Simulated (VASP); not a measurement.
Crystal: TiS2.

```
CELL_PARAMETERS angstrom
3.41200 0.00000 0.00000
-1.70600 2.95488 0.00000
0.00000 0.00000 5.69500
ATOMIC_POSITIONS crystal
Ti 0.00000 0.00000 0.00000
S 0.33333 0.66667 0.25000
S 0.66667 0.33333 0.75000
```

- Program: VASP 6.6.1
- Task: relaxation of cell and atoms
- Functional: PBE
- Dispersion: D3(BJ)
- Potentials or basis: VASP PAW PBE potentials, release 64 (Ti_sv, S)
- Cutoff: 600 eV
- k mesh: 12 × 12 × 7
- Occupations: methfessel-paxton, width 0.1 eV
- Spin: no spin polarisation

At the start: pressure -2.9 GPa; volume 19.14 Å³/atom.

Problem. How do energy, volume and symmetry change on relaxing?

Solution. Over 15 steps the energy falls by 8.8 meV/atom and the volume is 17.98 Å³/atom (-6.0 %); space group P-3m1 (No. 164, to 0.05 Å).

The path:
| step | energy change (eV) | largest force (eV/Å) | pressure (GPa) | volume (Å³) |
| --- | --- | --- | --- | --- |
| 1 | 0.0000 | 0.1233 | -2.93 | 57.42 |
| 2 | -0.0037 | 0.5324 | 2.64 | 54.55 |
| 3 | -0.0154 | 0.2172 | -0.09 | 55.86 |
| 4 | -0.0193 | 0.1409 | -0.11 | 55.53 |
| 5 | -0.0210 | 0.0305 | -0.11 | 55.08 |
| 6 | -0.0210 | 0.0440 | -0.07 | 55.13 |
| 7 | -0.0225 | 0.0354 | -0.13 | 54.96 |
| 8 | -0.0256 | 0.0056 | -0.20 | 54.43 |
| 9 | -0.0238 | 0.0691 | -0.17 | 53.36 |
| 10 | -0.0264 | 0.0099 | -0.10 | 54.08 |
| 11 | -0.0264 | 0.0118 | -0.16 | 54.05 |
| 12 | -0.0259 | 0.0375 | -0.16 | 53.71 |
| 13 | -0.0264 | 0.0131 | -0.13 | 54.02 |
| 14 | -0.0261 | 0.0621 | 0.48 | 53.71 |
| 15 | -0.0265 | 0.0034 | 0.01 | 53.95 |

Final structure:
```cif
data_structure
_symmetry_space_group_name_H-M 'P 1'
_symmetry_Int_Tables_number 1
_cell_length_a 3.3585
_cell_length_b 3.3585
_cell_length_c 5.5231
_cell_angle_alpha 90.000
_cell_angle_beta 90.000
_cell_angle_gamma 120.000
_cell_volume 53.95
loop_
_atom_site_label
_atom_site_type_symbol
_atom_site_fract_x
_atom_site_fract_y
_atom_site_fract_z
_atom_site_occupancy
Ti1 Ti 0.00000 0.00000 0.00000 1
S1 S 0.33333 0.66667 0.25877 1
S2 S 0.66667 0.33333 0.74123 1
```

Caveat: pairwise dispersion overbinds metals, which lowers pressure and volume.
